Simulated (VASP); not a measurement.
Set up this calculation in VASP 6.6.1, as the native input.

```yaml
Task: single point
Functional: PBE
Dispersion: D3(BJ)
Potentials_or_basis: VASP PAW PBE potentials, release 64 (S, Mo_sv)
Cutoff: 520 eV
k_mesh: 12 × 12 × 1
Occupations: gaussian, width 0.02 eV
Spin: no spin polarisation
Dipole_correction: yes
Further_INCAR_settings: ALGO = Fast; EDIFF = 1e-06; NBANDS = 20
```

The structure of MoS2 lies in POSCAR:

```
MoS2
1.0
    3.1542357904      0.0000000000      0.0000000000
   -1.5771178952      2.7316483240      0.0000000000
    0.0000000000      0.0000000000     32.2630185961
S Mo
2 1
Direct
    0.3333333333      0.6666666667      0.4514239486
    0.3333333333      0.6666666667      0.5485760514
    0.6666666667      0.3333333333      0.5000000000
```

One way to write it, as run:

INCAR

```
PREC = Accurate
ENCUT = 520
EDIFF = 1E-6
ISMEAR = 0
SIGMA = 0.02
LREAL = F
LASPH = T
NELM = 100
ALGO = Fast
ISIF = 2
LWAVE = F
LCHARG = F
LDIPOL = T
IDIPOL = 3
DIPOL = 0.5 0.5 0.500
GGA = PE
IVDW = 12
NBANDS = 20
```

KPOINTS

```
regular mesh
0
Gamma
  12 12 1
```

Potentials or basis: VASP PAW PBE potentials, release 64 (S, Mo_sv).

The run is started by

```console
$ cat potpaw_PBE.64/S/POTCAR potpaw_PBE.64/Mo_sv/POTCAR > POTCAR
$ mpirun -np 1 vasp_std > vasp.out
```

Results of the run:

* Largest force: 0.009 eV/Å
* Band gap on the k mesh: 1.78 eV, direct
* Dispersion energy per atom: -0.319 eV

Run time: 2.3 min on 1 thread of Intel(R) Xeon(R) Platinum 8259CL CPU @ 2.50GHz (Skylake/Cascade Lake), with other jobs on the host, peak memory 0.42 GiB.
